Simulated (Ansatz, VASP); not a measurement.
# Two plane-wave programs on Na

Contents of INCAR:

```
SYSTEM = Na
PREC = Accurate ; ENCUT = 520
EDIFF = 1E-6 ; ISMEAR = -1
SIGMA = 0.1 ; LREAL = .False.
LASPH = .True. ; NELM = 60
ALGO = Normal ; ISIF = 2
LWAVE = .False. ; LCHARG = .False.
GGA = CA ; NBANDS = 14
```

File KPOINTS:

```
regular mesh
0
Gamma
  11 11 6
  0 0 0
```

POSCAR

```
Na
1.0
    3.6668724924      0.0000000000      0.0000000000
   -1.8334362462      3.1756047309      0.0000000000
    0.0000000000      0.0000000000      5.9869238833
Na
2
Direct
    0.3333333333      0.6666666667      0.2500000000
    0.6666666667      0.3333333333      0.7500000000
```

Input for Ansatz:

```yaml
crystal:
  lattice:
    - [3.6668724924, 0.0, 0.0]
    - [-1.8334362462, 3.1756047309, 0.0]
    - [0.0, 0.0, 5.9869238833]
  atoms:
    - { symbol: Na, position: [0.3333333333, 0.6666666667, 0.25] }
    - { symbol: Na, position: [0.6666666667, 0.3333333333, 0.75] }
hamiltonian:
  xc: lda
  pseudopotentials:
    kind: paw
    azcp:
      Na: "pseudopotentials/Na.paw.azcp"
basis:
  ecutwfc: 420
  fft_grid_basis: typed
kpoints:
  mp_grid: { grid: [11, 11, 6], shift: [0, 0, 0] }
magnetization:
  spin_polarized: false
scf:
  occupations: { method: fermi_dirac, width: 0.1 }
  lower_state_search: "off"
output:
  stress: true
  write_density: true
  write_potential: true
  elf: true
  volumetric_format: npy
```

Alike in both runs: task single point; functional LDA; k mesh 11 × 11 × 6; occupations fermi-dirac, width 0.1 eV; no spin polarisation.

|  | VASP | Ansatz |
| --- | --- | --- |
| version | VASP 6.6.1 | Ansatz 0.2.0 |
| potentials or method | VASP PAW LDA potentials, release 64 (Na_pv) | plane waves (420 eV) with PAW, scalar-relativistic |
| plane-wave cutoff (eV) | 520 | 420 |
| valence electrons in the cell | 14 | 18 |

|  | VASP | Ansatz | Ansatz less VASP |
| --- | --- | --- | --- |
| pressure (GPa) | -0.3 | -0.3 | -0.03 |
| largest component of the traceless stress (GPa) | 0.12 | 0.12 | 0.000 |

The two sets of potentials don't hold the same shells in valence. Ansatz warned: «pseudo_functional_mismatch».
